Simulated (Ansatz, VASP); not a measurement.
## AlN: VASP beside Ansatz

INCAR

```
PREC = Accurate ; ENCUT = 520
EDIFF = 1E-7 ; ISMEAR = 0
SIGMA = 0.05 ; LREAL = False
LASPH = True ; NELM = 60
ALGO = Normal ; ISIF = 2
LWAVE = False ; LCHARG = False
GGA = PE ; NBANDS = 11
```

File KPOINTS:

```
Automatic mesh
0
Gamma
  14 14 14
```

Contents of POSCAR:

```
AlN
1.0
    0.0000000000      2.0609751376      2.0609751376
    2.0609751376      0.0000000000      2.0609751376
    2.0609751376      2.0609751376      0.0000000000
Al N
1 1
Direct
    0.0000000000      0.0000000000      0.0000000000
    0.5000000000      0.5000000000      0.5000000000
```

Input for Ansatz:

```yaml
crystal:
  lattice:
    - [0.0, 2.0609751376, 2.0609751376]
    - [2.0609751376, 0.0, 2.0609751376]
    - [2.0609751376, 2.0609751376, 0.0]
  atoms:
    - { symbol: Al, position: [0.0, 0.0, 0.0] }
    - { symbol: "N", position: [0.5, 0.5, 0.5] }
basis:
  ecutwfc: 420
  ecutrho_ratio: 4
kpoints:
  mp_grid: { grid: [14, 14, 14] }
hamiltonian:
  xc: pbe
scf:
  occupations: { method: gaussian, width: 0.05 }
output:
  forces: true
  stress: true
  eigenvalues: true
```

Alike in both runs: task single point; functional PBE; k mesh 14 × 14 × 14; occupations gaussian, width 0.05 eV; no spin polarisation.

|  | VASP | Ansatz |
| --- | --- | --- |
| version | VASP 6.6.1 | Ansatz 0.2.0 |
| potentials or method | VASP PAW PBE potentials, release 64 (Al, N) | scalar-relativistic, plane waves, PAW |
| plane-wave cutoff (eV) | 520 | 420 |
| valence electrons in the cell | 8 | 8 |

VASP gave:

- gap on the k mesh at the Fermi level (eV): 4.06
- least direct gap on the mesh (eV): 4.87
- pressure (GPa): -9.0

**Question.** What did Ansatz give for the same quantities?

**Answer.** gap on the k mesh at the Fermi level (eV): 4.08; least direct gap on the mesh (eV): 4.86; pressure (GPa): -8.8.

A k mesh can miss the band edges. A hybrid or GW would open this gap; PBE tends to underestimate it.
